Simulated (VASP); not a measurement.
Ag:

```
Ag
1.0
     0.00000    2.04275    2.04275
     2.04275    0.00000    2.04275
     2.04275    2.04275    0.00000
Ag
1
Cartesian
  0.0000 0.0000 0.0000
```

| Property | Result |
| --- | --- |
| Program | VASP 6.6.1 |
| Task | relaxation of cell and atoms |
| Functional | vdW-DF |
| Potentials or basis | VASP PAW PBE potentials, release 64 (Ag) |
| Cutoff | 600 eV |
| k mesh | 11 × 11 × 11 |
| Occupations | fermi-dirac, width 0.05 eV |
| Spin | no spin polarisation |

At the start: pressure 10.6 GPa; volume 17.05 Å³/atom.

Problem. How do energy, volume and symmetry change on relaxing?

Solution. Over 5 steps the energy falls by 58.8 meV/atom and the volume is 19.06 Å³/atom (+11.8 %); space group Fm-3m (No. 225, to 0.05 Å).

The path:
```csv
step,energy change (eV),largest force (eV/Å),pressure (GPa),volume (Å³)
1,0.0000,0.0000,10.63,17.05
2,-0.0498,0.0000,-2.96,19.99
3,-0.0588,0.0000,0.07,19.04
4,-0.0588,0.0000,-0.08,19.08
5,-0.0588,0.0000,-0.01,19.06
```

Final structure:
```yaml
crystal:
  lattice:
    - [0.00000, 2.12009, 2.12009]
    - [2.12009, 0.00000, 2.12009]
    - [2.12009, 2.12009, 0.00000]
  atoms:
    - { symbol: Ag, position: [0.00000, 0.00000, 0.00000] }
```

Caveat: the PAW data sets were made with another functional, which shifts forces and pressure a little; the volume moved by +12 % from the deposited cell, more than functionals usually miss.
